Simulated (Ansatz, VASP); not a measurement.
Given: the input of a run of VASP 6.6.1 on BN.

INCAR

```
ALGO = Normal
EDIFF = 1E-7
ENCUT = 520
GGA = PE
ISIF = 2
ISMEAR = -1
LASPH = T
LCHARG = F
LREAL = F
LWAVE = F
NBANDS = 11
NELM = 80
PREC = Accurate
SIGMA = 0.02
```

File KPOINTS:

```
k-points
0
Gamma
  5 5 5
```

File POSCAR:

```
BN
1.0
    1.2511217832      0.7223354983      3.3729344033
   -1.2511217832      0.7223354983      3.3729344033
    0.0000000000     -1.4446709966      3.3729344033
N B
1 1
Direct
    0.6672382000      0.6672382000      0.6672382000
    0.0003288000      0.0003288000      0.0003288000
```

Potentials or basis: VASP PAW PBE potentials, release 64 (N, B).

Run with:

```console
$ cat potpaw_PBE.64/N/POTCAR potpaw_PBE.64/B/POTCAR > POTCAR
$ mpirun -np 1 vasp_std > vasp.out
```

Set up the same calculation for Ansatz 0.2.0. Potentials there: all-electron LAPW, scalar-relativistic.

As run (the cutoff follows the program's own potentials):

input.yaml

```yaml
crystal:
  lattice:
    - [1.2511217832, 0.7223354983, 3.3729344033]
    - [-1.2511217832, 0.7223354983, 3.3729344033]
    - [0.0, -1.4446709966, 3.3729344033]
  atoms:
    - { symbol: "N", position: [0.6672382, 0.6672382, 0.6672382] }
    - { symbol: B, position: [0.0003288, 0.0003288, 0.0003288] }
kpoints:
  mp_grid: { grid: [5, 5, 5] }
scf:
  occupations: { method: fermi_dirac, width: 0.02 }
hamiltonian:
  xc: pbe
  pseudopotentials: { kind: all_electron, lapw: { basis_error: 0.002 } }
output:
  forces: true
  stress: true
  eigenvalues: true
```

Potentials or basis: all-electron LAPW, scalar-relativistic.

The run is started by

```bash
$ ansatz run input.yaml --threads 1 --pin off --max-ram 3072MiB --backend cpu --events-out ev --progress --plain --runs-dir out
```

Both were run:

|  | VASP | Ansatz | Ansatz less VASP |
| --- | --- | --- | --- |
| gap on the k mesh at the Fermi level (eV) | 4.74 | 4.74 | 0.000 |
| least direct gap on the mesh (eV) | 5.13 | 5.13 | 0.000 |
| pressure (GPa) | 3.7 | 3.6 | -0.10 |
| largest component of the traceless stress (GPa) | 1.49 | 1.24 | -0.251 |

Ansatz ran all-electron here, so the differences hold the error of VASP's frozen core and of both bases.

Caveats: the k mesh is coarse (spacing up to 0.59 Å⁻¹), so the values aren't converged; an odd mesh through Γ misses points on the zone boundary, where band edges often lie. As with any semilocal functional, this PBE gap is likely too small.
